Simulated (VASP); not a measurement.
## VASP 6.6.1 run: RbBr

INCAR

```
LREAL = .FALSE.
LCHARG = .FALSE.
NSW = 0
IBRION = -1
ISIF = 2
EDIFF = 1E-7
PREC = Accurate
SIGMA = 0.02
NELM = 98
ISMEAR = -1
GGA = PE
ENCUT = 800
NBANDS = 15
LWAVE = .FALSE.
LASPH = .TRUE.
```

KPOINTS

```
KPOINTS created by Atomic Simulation Environment
0
Gamma
6 6 6
0 0 0
```

POSCAR

```
Rb Br
 1.0000000000000000
     0.0000000000000000    3.8694967701000000    4.0927667337000004
     3.8694967701000000    0.0000000000000000    4.0927667337000004
     3.8694967701000000    3.8694967701000000    0.0000000000000000
 Rb  Br
   1   1
Cartesian
  0.0000000000000000  0.0000000000000000  0.0000000000000000
  1.9347483850500000  1.9347483850500000  2.0463833668500002
```

The recommended PBE PAW datasets give the neutral cell 16 valence electrons.

Command

```
mpirun -np 1 vasp_std
```

How does this run end, and what does it give?

It converged. Results: gap between bands v and c on the k mesh 3.97 eV; least direct gap on the k mesh 4.05 eV; pressure -0.3 GPa. Band v is the last that the valence electrons fill when counted band by band, and c is the next.

OSZICAR

```
N       E                     dE             d eps       ncg     rms          rms(c)
DAV:   1     0.111702343111E+03    0.11170E+03   -0.75257E+03   900   0.120E+03
DAV:   2     0.526954166494E+01   -0.10643E+03   -0.95978E+02  1212   0.171E+02
DAV:   3    -0.593399825339E+01   -0.11204E+02   -0.11145E+02  1215   0.607E+01
DAV:   4    -0.634103889547E+01   -0.40704E+00   -0.40692E+00  1424   0.104E+01
DAV:   5    -0.634348579809E+01   -0.24469E-02   -0.24469E-02  1215   0.897E-01    0.268E+00
DAV:   6    -0.595506656943E+01    0.38842E+00   -0.48164E-01  1180   0.271E+00    0.172E+00
DAV:   7    -0.589705693596E+01    0.58010E-01   -0.24275E-01  1222   0.197E+00    0.925E-01
DAV:   8    -0.591941118978E+01   -0.22354E-01   -0.25767E-02  1194   0.844E-01    0.160E-01
DAV:   9    -0.592282597689E+01   -0.34148E-02   -0.41348E-03  1040   0.290E-01    0.124E-01
DAV:  10    -0.592451635781E+01   -0.16904E-02   -0.10635E-03   900   0.224E-01    0.259E-02
DAV:  11    -0.592455382123E+01   -0.37463E-04   -0.11406E-04  1166   0.566E-02    0.104E-02
DAV:  12    -0.592456790321E+01   -0.14082E-04   -0.29463E-05   900   0.420E-02    0.245E-03
DAV:  13    -0.592456816514E+01   -0.26192E-06   -0.54480E-07  1265   0.539E-03    0.217E-03
DAV:  14    -0.592456825719E+01   -0.92052E-07   -0.32597E-07   942   0.403E-03
   1 F= -.59245683E+01 E0= -.59245683E+01  d E =-.169547E-10
```

For comparison, a separate PBE run of the intended cell, on usual settings and not on those above, gives a gap of 3.97 eV on its mesh and a pressure of -0.3 GPa.
